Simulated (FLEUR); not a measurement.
# Pb (Fm-3m) in FLEUR: a series of runs

Runs on Pb. Level: LDA (Perdew-Zunger). Tasks: equation of state.

Everything below comes from runs of FLEUR MaX-R8.1 (later development tree). Logs are shortened: lines on timing, memory, paths and dates and some standing lists are left out, and cuts for length are marked.

**1. The structure**

It takes space group Fm-3m (No. 225, cubic). Conventional cell: a = 4.950 Å, b = 4.950 Å, c = 4.950 Å, α = 90.00°, β = 90.00°, γ = 90.00°. Pb (site symmetry m-3m) has 12 Pb at 3.50 Å as nearest neighbours.

**2. Equation of state, LDA (Perdew-Zunger), 28.50 Å³/atom (volume scaled by 0.94)**

Input file inp.xml:

```xml
<?xml version="1.0" encoding="UTF-8" standalone="no"?>
<fleurInput fleurInputVersion="0.39">
   <comment>
      Pb                                                                                                  
   </comment>
   <calculationSetup>
      <cutoffs Kmax="4.1" Gmax="12.7" GmaxXC="12.7" numbands="0"/>
      <scfLoop itmax="60" minDistance="0.00001" maxIterBroyd="15" imix="Anderson" alpha="0.05" precondParam="0.0" spinf="2.0" sdNocoIR="T"/>
      <coreElectrons ctail="T" frcor="F" kcrel="0" coretail_lmax="0"/>
      <xcFunctional name="pz" relativisticCorrections="F"/>
      <magnetism jspins="1"/>
      <soc l_soc="F" theta="0.0" phi="0.0" spav="F"/>
      <expertModes spex="0" secvar="F"/>
      <geometryOptimization l_f="F" forcealpha="1.0" forcemix="BFGS" epsdisp="0.00001" epsforce="0.00001"/>
      <ldaU l_linMix="F" mixParam="0.05" spinf="1.0"/>
   </calculationSetup>
   <cell>
      <bzIntegration valenceElectrons="20.0" mode="hist" fermiSmearingEnergy="0.00183747">
         <kPointListSelection listName="default-1"/>
         <!-- k-points included here -->
         <xi:include xmlns:xi="http://www.w3.org/2001/XInclude" href="kpts.xml"> </xi:include>
      </bzIntegration>
      <!-- symmetry operations included here -->
      <xi:include xmlns:xi="http://www.w3.org/2001/XInclude" href="sym.xml"> </xi:include>
      <bulkLattice scale="0.9795861087">
         <bravaisMatrix>
            <row-1>    0.0000000000000000     4.6771099529074922     4.6771099529074922</row-1>
            <row-2>    4.6771099529074922     0.0000000000000000     4.6771099529074922</row-2>
            <row-3>    4.6771099529074922     4.6771099529074922     0.0000000000000000</row-3>
         </bravaisMatrix>
      </bulkLattice>
   </cell>
   <atomSpecies>
      <species name="Lead (Pb)" element="Pb" atomicNumber="82">
         <mtSphere radius="2.66" gridPoints="879" logIncrement="0.015"/>
         <atomicCutoffs lmax="11" lnonsphr="8"/>
         <electronConfig flipSpins="F">
            <coreConfig>(1s1/2) (2s1/2) (2p1/2) (2p3/2) (3s1/2) (3p1/2) (3p3/2) (4s1/2) (3d3/2) (3d5/2) (4p1/2) (4p3/2) (4d3/2) (4d5/2) (4f5/2) (4f7/2) (5s1/2)</coreConfig>
            <valenceConfig>(5p1/2) (5p3/2) (6s1/2) (5d3/2) (5d5/2) (6p1/2) (6p3/2)</valenceConfig>
            <stateOccupation state="(6p1/2)" spinUp="0.333333" spinDown="0.333333"/>
            <stateOccupation state="(6p3/2)" spinUp="0.666667" spinDown="0.666667"/>
         </electronConfig>
         <energyParameters s="6" p="6" d="5" f="5"/>
         <lo type="SCLO" l="1" n="5" eDeriv="0"/>
         <lo type="SCLO" l="1" n="5" eDeriv="1"/>
         <lo type="SCLO" l="0" n="6" eDeriv="2"/>
         <lo type="SCLO" l="2" n="5" eDeriv="2"/>
         <lo type="SCLO" l="3" n="5" eDeriv="2"/>
      </species>
   </atomSpecies>
   <atomGroups>
      <atomGroup species="Lead (Pb)">
         <relPos label="                   1">.0000000000 .0000000000 .0000000000</relPos>
         <force calculate="T" relaxXYZ="TTT"/>
      </atomGroup>
   </atomGroups>
   <output dos="F" band="F" slice="F">
      <checks vchk="F" cdinf="F"/>
      <bandDOS minEnergy="-.5*Htr" maxEnergy="0.5*Htr" sigma="0.015" storeEVData="T"/>
      <vacuumDOS vacdos="F" integ="F" star="F" nstars="0" locx1="0.0" locy1="0.0" locx2="0.0" locy2="0.0" nstm="0" tworkf="0.0"/>
      <unfoldingBand unfoldBand="F" supercellX="1" supercellY="1" supercellZ="1"/>
      <plotting iplot="0" polar="F">
         <plot TwoD="T" vec1="  1.0  0.0  0.0" vec2="  0.0  1.0  0.0" vec3="  0.0  0.0  1.0" zero="  0.0  0.0  0.0" file="plot"/>
      </plotting>
      <chargeDensitySlicing numkpt="0" minEigenval="0.0" maxEigenval="0.0" nnne="0" pallst="F"/>
      <specialOutput eonly="F"/>
      <moessbauerParams electricFieldGradient="T" isomerShift="T" coreHyperfine="T" valenceHyperfine="T"/>
      <magneticCircularDichroism mcd="F" energyLo="-10.0" energyUp="0.0"/>
   </output>
  <!-- We include the file relax.xml here to enable relaxations (see documentation) -->
  <xi:include xmlns:xi="http://www.w3.org/2001/XInclude" href="relax.xml"> <xi:fallback/> </xi:include>
</fleurInput>
```

Potentials or basis: all-electron, FLAPW.

On the command line:

```
inpgen -f crystal.txt -profile fastHighL
# inp.xml edited to the form shown
fleur_MPI
```

The log of the run:

```text
Welcome to FLEUR        (www.flapw.de)
      MaX-Release 8.1          (www.max-centre.eu)

 ========== k-point set info ==========
 Selected k-point list: default-1
 k-point list type: mesh
 9 x 9 x 9
 Number of k points: 35

 ------------Calculation Setup---------------------------
 Number of MPI-tasks      :            1
 Number of PE/node        :            1
 Number of OMP-threads    :            1
 Most efficient MPI parallelization for:
           1           5           7          35
 Additional eigenvalue parallelization possible
 Number of basis functions:          267
 Approximate size of matrices (H+S) per k-point:         0.001 GB
 --------------------------------------------------------
 Iteration:     1   Distance:      11.51199540 me/bohr^3
 Iteration:     2   Distance:      10.83046343 me/bohr^3
 Iteration:     3   Distance:       3.44993417 me/bohr^3
 Iteration:     4   Distance:       0.25181065 me/bohr^3
 Iteration:     5   Distance:       0.24846336 me/bohr^3
 Iteration:     6   Distance:       0.05040908 me/bohr^3
 Iteration:     7   Distance:       0.00228014 me/bohr^3
 Iteration:     8   Distance:       0.00199787 me/bohr^3
 Iteration:     9   Distance:       0.00015180 me/bohr^3
 Iteration:    10   Distance:       0.00001374 me/bohr^3
 Iteration:    11   Distance:       0.00000893 me/bohr^3

 ********************************************************************
 Run finished successfully
 Stop message:
   all done
 ********************************************************************
```

out.xml (last iteration):

```text
<iteration numberForCurrentRun="   11" overallNumber="   11">
         <energyParameters units="Htr">
            <atomicEP atomType="1" spin="1" branch="6s" branchLowest="-4.83" branchHighest="0.61" value="-0.0230749400"/>
            <atomicEP atomType="1" spin="1" branch="6p" branchLowest="-2.67" branchHighest="1.44" value="0.2550173106"/>
            <atomicEP atomType="1" spin="1" branch="5d" branchLowest="-14.26" branchHighest="-0.24" value="-0.2749095855"/>
            <atomicEP atomType="1" spin="1" branch="5f" branchLowest="-4.42" branchHighest="1.91" value="0.5925323910"/>
            <loAtomicEP atomType="1" spin="1" branch="5p" branchLowest="-23.17" branchHighest="-2.67" value="-2.7442943238"/>
            <loAtomicEP atomType="1" spin="1" branch="5p" branchLowest="-23.17" branchHighest="-2.67" value="-2.7442943238"/>
            <loAtomicEP atomType="1" spin="1" branch="6s" branchLowest="-4.83" branchHighest="0.61" value="-0.0230749400"/>
            <loAtomicEP atomType="1" spin="1" branch="5d" branchLowest="-14.26" branchHighest="-0.24" value="-0.3065903761"/>
            <loAtomicEP atomType="1" spin="1" branch="5f" branchLowest="-4.42" branchHighest="1.91" value="0.5925200457"/>
         </energyParameters>
         <eigenvalues>
            <eigenvaluesAt spin="1" ikpt="1" k_x="0.00000000" k_y="0.00000000" k_z="0.00000000">
                      -2.6784036030       -2.6784036030       -2.6784036030       -0.3150814467       -0.3150814467
                      -0.3150814467       -0.3087165087       -0.3087165087       -0.1395287770        0.5981526604
                       0.5981526604        0.5981526604        0.6725811503        0.7587547460        0.7892556096
                       0.7892556096
            </eigenvaluesAt>
            <eigenvaluesAt spin="1" ikpt="2" k_x="0.00000000" k_y="0.00000000" k_z="0.11111111">
                      -2.6784235687       -2.6784073940       -2.6784073940       -0.3151457039       -0.3143524149
                      -0.3143524149       -0.3087346423       -0.3087346423       -0.1302246140        0.5073145396
                       0.5873089247        0.5873089247        0.6619572185        0.7876656658        0.8085668296
                       0.8085668296
            </eigenvaluesAt>
            <eigenvaluesAt spin="1" ikpt="3" k_x="0.00000000" k_y="0.00000000" k_z="0.22222222">
                      -2.6784732970       -2.6784163309       -2.6784163309       -0.3154968632       -0.3134728157
                      -0.3134728157       -0.3077525752       -0.3077525752       -0.1022248181        0.3731015438
                       0.5638868443        0.5638868443        0.6531065352        0.7586412665        0.7901657094
                       0.7901657094
            </eigenvaluesAt>
            <eigenvaluesAt spin="1" ikpt="4" k_x="0.00000000" k_y="0.00000000" k_z="0.33333333">
                      -2.6785298466       -2.6784264942       -2.6784264942       -0.3161840891       -0.3139007307
                      -0.3139007307       -0.3051345134       -0.3051345134       -0.0568122804        0.2515807429
                       0.5410187299        0.5410187299        0.6500903308        0.7131323539        0.7573915993
                       0.7573915993
            </eigenvaluesAt>
         </eigenvalues>
         <bandgap value="0.2603304172" units="eV"/>
         <sumValenceSingleParticleEnergies value="-18.7129092100" units="Htr"/>
         <FermiEnergy value="0.3035364119" units="Htr"/>
         <valenceDensity>
            <mtCharges spin="1">
               <mtCharge atomType="1" total="18.0719618" s="1.4247086" p="6.8101080" d="9.8252535" f="0.0105945"/>
            </mtCharges>
            <spinDependentCharge spin="1" total="20.0000000" interstitial="1.9280382" mtSpheres="18.0719618"/>
            <totalCharge value="19.9999999999"/>
         </valenceDensity>
         <coreStates atomType="     1" atomicNumber=" 82" spin="1" kinEnergy="  24086.3602541159" eigValSum=" -12912.7511456543" lostElectrons=" 0.000046">
            <state n="1" l="0" j="0.5" energy="-3230.3164634601" weight="1.0000000000"/>
            <state n="2" l="0" j="0.5" energy="-576.9597398193" weight="1.0000000000"/>
            <state n="2" l="1" j="0.5" energy="-554.1616745953" weight="1.0000000000"/>
            <state n="2" l="1" j="1.5" energy="-473.7644717133" weight="2.0000000000"/>
            <state n="3" l="0" j="0.5" energy="-138.1236681549" weight="1.0000000000"/>
            <state n="3" l="1" j="0.5" energy="-127.8235393415" weight="1.0000000000"/>
[... 9 lines left out ...]
            <state n="4" l="3" j="3.5" energy="-4.3428402796" weight="4.0000000000"/>
            <state n="5" l="0" j="0.5" energy="-4.8257410090" weight="1.0000000000"/>
         </coreStates>
         <allElectronCharges>
            <spinDependentCharge spin="1" total="82.0000000" interstitial="1.9280839" mtSpheres="80.0719161"/>
            <totalCharge value="82.0000000012"/>
         </allElectronCharges>
         <moessbauerParams unitsHFF="kG" unitsIS="e/bohr^3" unitsEFG="Htr/bohr^2">
            <coreIsomerShift atomType="1" isTotal="2979210.31223">
               <shell n="1" l="0" isomerShift="2447022.81838"/>
               <shell n="2" l="0" isomerShift="377609.73484"/>
               <shell n="2" l="1" isomerShift="29985.95833"/>
               <shell n="3" l="0" isomerShift="87288.57458"/>
               <shell n="3" l="1" isomerShift="7786.70675"/>
               <shell n="4" l="0" isomerShift="22637.32882"/>
               <shell n="3" l="2" isomerShift="0.00327"/>
               <shell n="4" l="1" isomerShift="1995.68557"/>
               <shell n="4" l="2" isomerShift="0.00091"/>
               <shell n="4" l="3" isomerShift="0.00000"/>
               <shell n="5" l="0" isomerShift="4883.50078"/>
            </coreIsomerShift>
            <isomerShift atomType="1" nucleusRadius="0.0001398" averageDensity="2979771.00899"/>
            <electricFieldGradient atomType="1" VXX="0.00000" VYY="0.00000" VZZ="0.00000" asymParam="0.00000">
            </electricFieldGradient>
         </moessbauerParams>
         <totalEnergy                                    value="   -20917.0243377681" units="Htr">
            <sumOfEigenvalues                            value="   -12931.4640548643">
               <coreElectrons value="-12912.7511456543"/>
               <valenceElectrons value="-18.7129092100"/>
            </sumOfEigenvalues>
            <densityCoulombPotentialIntegral value="-36774.2344129684"/>
            <densityEffectivePotentialIntegral value="-37277.4138198451"/>
            <chargeDenXCDenIntegral value="-378.9727903361"/>
            <FockExchangeEnergyValence value="0.0000000000"/>
            <FockExchangeEnergyCore value="0.0000000000"/>
            <atomTypeDependentContributions atomType="1">
               <electronNucleiInteractionDifferentMTs value="26455.9342056020"/>
               <MadelungTerm value="-40.9499003266"/>
            </atomTypeDependentContributions>
            <tkbTimesEntropy value="0.0001144053"/>
            <freeEnergy value="-20917.0244521734"/>
            <extrapolationTo0K value="-20917.0243949708"/>
         </totalEnergy>
         <densityConvergence units="me/bohr^3">
            <chargeDensity spin="1" distance="0.0000089338"/>
         </densityConvergence>
      </iteration>
```

It took 9.7 s on 1 thread of Arm Neoverse V1, shared host; peak memory 0.08 GiB.

Results:

```yaml
Free_energy: -569181.2315 eV
Band_gap_on_the_k_mesh: none (metal or under the smearing width)
Valence_electrons_inside_the_program's_atomic_spheres: Pb 18.07 (radii Pb 2.66 bohr)
```

**3. Equation of state, LDA (Perdew-Zunger), 29.11 Å³/atom (volume scaled by 0.96)**

inp.xml: that of step 2 with these lines changed.

```diff
@@ -24,3 +24,3 @@
       <xi:include xmlns:xi="http://www.w3.org/2001/XInclude" href="sym.xml"> </xi:include>
-      <bulkLattice scale="0.9795861087">
+      <bulkLattice scale="0.9864848297">
          <bravaisMatrix>
```

Potentials or basis: all-electron, FLAPW.

On the command line:

```
inpgen -f crystal.txt -profile fastHighL
# inp.xml edited to the form shown
fleur_MPI
```

Wall time 11 s (1 thread of Arm Neoverse V1, shared host); peak memory 0.08 GiB.

Results (log left out):

```yaml
Free_energy: -569181.2331 eV
Band_gap_on_the_k_mesh: none (metal or under the smearing width)
Valence_electrons_inside_the_program's_atomic_spheres: Pb 18.06 (radii Pb 2.66 bohr)
```

**4. Equation of state, LDA (Perdew-Zunger), 30.32 Å³/atom**

inp.xml: that of step 3 with these lines changed.

```diff
@@ -24,3 +24,3 @@
       <xi:include xmlns:xi="http://www.w3.org/2001/XInclude" href="sym.xml"> </xi:include>
-      <bulkLattice scale="0.9864848297">
+      <bulkLattice scale="1.0000000000">
          <bravaisMatrix>
```

On the command line:

```
inpgen -f crystal.txt -profile fastHighL
# inp.xml edited to the form shown
fleur_MPI
```

Run time: 11 s. Hardware: 1 thread of Arm Neoverse V1, shared host; peak memory 0.08 GiB.

Results (log left out):

```
Free energy                                           : -569181.2240 eV
Band gap on the k mesh                                : none (metal or under the smearing width)
Valence electrons inside the program's atomic spheres : Pb 18.03 (radii Pb 2.66 bohr)
```

**5. Equation of state, LDA (Perdew-Zunger), 31.54 Å³/atom (volume scaled by 1.04)**

inp.xml: that of step 4 with these lines changed.

```diff
@@ -24,3 +24,3 @@
       <xi:include xmlns:xi="http://www.w3.org/2001/XInclude" href="sym.xml"> </xi:include>
-      <bulkLattice scale="1.0000000000">
+      <bulkLattice scale="1.0131594038">
          <bravaisMatrix>
```

On the command line:

```
inpgen -f crystal.txt -profile fastHighL
# inp.xml edited to the form shown
fleur_MPI
```

It took 12 s on 1 thread of Arm Neoverse V1, shared host; peak memory 0.08 GiB.

Results (log left out):

- Free energy: -569181.2018 eV
- Band gap on the k mesh: none (metal or under the smearing width)
- Valence electrons inside the program's atomic spheres: Pb 18.01 (radii Pb 2.66 bohr)

**6. Equation of state, LDA (Perdew-Zunger), 32.14 Å³/atom (volume scaled by 1.06)**

inp.xml: that of step 5 with these lines changed.

```diff
@@ -24,3 +24,3 @@
       <xi:include xmlns:xi="http://www.w3.org/2001/XInclude" href="sym.xml"> </xi:include>
-      <bulkLattice scale="1.0131594038">
+      <bulkLattice scale="1.0196128224">
          <bravaisMatrix>
```

Potentials or basis: all-electron, FLAPW.

On the command line:

```
inpgen -f crystal.txt -profile fastHighL
# inp.xml edited to the form shown
fleur_MPI
```

Wall time 12 s (1 thread of Arm Neoverse V1, shared host); peak memory 0.08 GiB.

It converged, with:

* Free energy: -569181.1868 eV
* Band gap on the k mesh: none (metal or under the smearing width)
* Valence electrons inside the program's atomic spheres: Pb 18.00 (radii Pb 2.66 bohr)

**7. Equation of state, LDA (Perdew-Zunger)**

No new run: the results of the series are fitted here.

What came out:

| Item | Value |
| --- | --- |
| Equilibrium volume | 29.02 Å³/atom |
| Bulk modulus | 55 GPa |
| Pressure derivative of the bulk modulus | 5.5 (rough: it moves with the points fitted) |

Energy against volume, from the lowest point:
```tsv
volume (Å³/atom)	energy (meV/atom)
28.503	1.58
29.110	0.00
30.323	9.09
31.535	31.27
32.142	46.22
```

The run has no spin-orbit coupling, so splittings on Pb are missing.

**8. Against experiment**

Step 7. The cell as given is a measured one (30.32 Å³/atom); LDA (Perdew-Zunger) puts the equilibrium volume -4.3 % from it, thermal expansion not counted.
